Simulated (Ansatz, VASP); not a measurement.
## Two plane-wave programs on Al

File INCAR:

```
SYSTEM = Al
PREC = Accurate ; ENCUT = 520
EDIFF = 1E-6 ; ISMEAR = 0
SIGMA = 0.15 ; LREAL = .FALSE.
LASPH = .TRUE. ; NELM = 60
ALGO = Normal ; ISIF = 2
LWAVE = .FALSE. ; LCHARG = .FALSE.
NBANDS = 22
```

KPOINTS

```
regular mesh
0
G
  8 8 8
  0 0 0
```

Contents of POSCAR:

```
Al
1.0
    0.0000000000      3.9836179012     -3.9836179012
   -3.9836179012      0.0000000000     -3.9836179012
   -3.9836179012      3.9836179012      0.0000000000
Al
8
Direct
    0.5000000000      0.5000000000      0.0000000000
    0.0000000000      0.5000000000      0.0000000000
    0.5000000000      0.0000000000      0.0000000000
    0.0000000000      0.0000000000      0.0000000000
    0.5000000000      0.5000000000      0.5000000000
    0.0000000000      0.5000000000      0.5000000000
    0.5000000000      0.0000000000      0.5000000000
    0.0000000000      0.0000000000      0.5000000000
```

Input for Ansatz:

```yaml
crystal:
  lattice:
    - [0.0, 3.9836179012, -3.9836179012]
    - [-3.9836179012, 0.0, -3.9836179012]
    - [-3.9836179012, 3.9836179012, 0.0]
  atoms:
    - { symbol: Al, position: [0.5, 0.5, 0.0] }
    - { symbol: Al, position: [0.0, 0.5, 0.0] }
    - { symbol: Al, position: [0.5, 0.0, 0.0] }
    - { symbol: Al, position: [0.0, 0.0, 0.0] }
    - { symbol: Al, position: [0.5, 0.5, 0.5] }
    - { symbol: Al, position: [0.0, 0.5, 0.5] }
    - { symbol: Al, position: [0.5, 0.0, 0.5] }
    - { symbol: Al, position: [0.0, 0.0, 0.5] }
basis:
  ecutwfc: 420
kpoints:
  mp_grid: { grid: [8, 8, 8] }
hamiltonian:
  xc: lda
scf:
  occupations: { method: gaussian, width: 0.15 }
output:
  forces: true
  stress: true
  eigenvalues: true
  write_density: true
  write_potential: true
  elf: true
  volumetric_format: npy
```

Alike in both runs: task single point; functional LDA; k mesh 8 × 8 × 8; occupations gaussian, width 0.15 eV; no spin polarisation.

|  | VASP | Ansatz |
| --- | --- | --- |
| version | VASP 6.6.1 | Ansatz 0.2.0 |
| potentials or method | VASP PAW LDA potentials, release 64 (Al) | scalar-relativistic, plane waves, PAW |
| plane-wave cutoff (eV) | 520 | 420 |
| valence electrons in the cell | 24 | 24 |

Ansatz gave:

* gap on the k mesh at the Fermi level (eV): none
* pressure (GPa): 0.0

**Question.** Which values does VASP return?

**Answer.** gap on the k mesh at the Fermi level (eV): none; pressure (GPa): 0.1.

A gap of «none» marks a metal or a gap that the smearing closes.
